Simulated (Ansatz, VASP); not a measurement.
# MgO2: VASP beside Ansatz

Contents of INCAR:

```
SYSTEM = MgO2
PREC = Accurate
ENCUT = 600
EDIFF = 1E-6
ISMEAR = 0
SIGMA = 0.02
LREAL = .FALSE.
LASPH = .TRUE.
NELM = 80
ALGO = Normal
ISIF = 4
LWAVE = .FALSE.
LCHARG = .FALSE.
GGA = PS
IBRION = 2
NSW = 50
EDIFFG = -0.01
```

KPOINTS

```
Automatic mesh
0
G
  12 12 12
  0 0 0
```

Contents of POSCAR:

```
MgO2
1.0
    1.6179967992      0.9341508875      3.5116403782
   -1.6179967992      0.9341508875      3.5116403782
    0.0000000000     -1.8683017751      3.5116403782
Mg O
1 2
Direct
    0.0000000000      0.0000000000      0.0000000000
    0.4291822502      0.4291822502      0.4291822502
    0.5708177498      0.5708177498      0.5708177498
```

Input for Ansatz:

```yaml
crystal:
  lattice:
    - [1.6179967992, 0.9341508875, 3.5116403782]
    - [-1.6179967992, 0.9341508875, 3.5116403782]
    - [0.0, -1.8683017751, 3.5116403782]
  atoms:
    - { symbol: Mg, position: [0.0, 0.0, 0.0] }
    - { symbol: O, position: [0.4291822502, 0.4291822502, 0.4291822502] }
    - { symbol: O, position: [0.5708177498, 0.5708177498, 0.5708177498] }
basis:
  ecutwfc: 420
kpoints:
  mp_grid: { grid: [12, 12, 12] }
hamiltonian:
  xc: pbesol
scf:
  occupations: { method: gaussian, width: 0.02 }
output:
  forces: true
  stress: true
  eigenvalues: true
  write_density: true
  write_potential: true
  elf: true
  volumetric_format: npy
relax:
  adjacent_minimum: "off"
  f_tol: 0.01
  max_steps: 30
  cell: { stress_tol: 0.1, fix: [volume] }
```

Alike in both runs: task relaxation of shape and atoms at fixed volume; functional PBEsol; k mesh 12 × 12 × 12; occupations gaussian, width 0.02 eV; no spin polarisation.

|  | VASP | Ansatz |
| --- | --- | --- |
| version | VASP 6.6.1 | Ansatz 0.2.0 |
| potentials or method | VASP PAW PBE potentials, release 64 (Mg, O) | scalar-relativistic, plane waves, PAW |
| plane-wave cutoff (eV) | 600 | 420 |
| valence electrons in the cell | 14 | 22 |

Ansatz gave:

- gap on the k mesh at the Fermi level, each at its own relaxed structure (eV): 2.29
- relaxed volume (Å³/atom): 10.62
- relaxed cell length with the largest relative difference (Å): 3.968

**Question.** Estimate VASP's values.

**Answer.** gap on the k mesh at the Fermi level, each at its own relaxed structure (eV): 2.21; relaxed volume (Å³/atom): 10.62; relaxed cell length with the largest relative difference (Å): 3.970.

The two sets of potentials don't hold the same shells in valence.

Caveats: the PAW data sets were made with another functional, which shifts forces and pressure a little (VASP). A hybrid or GW would open this gap; PBEsol tends to underestimate it. A k mesh can miss the band edges.
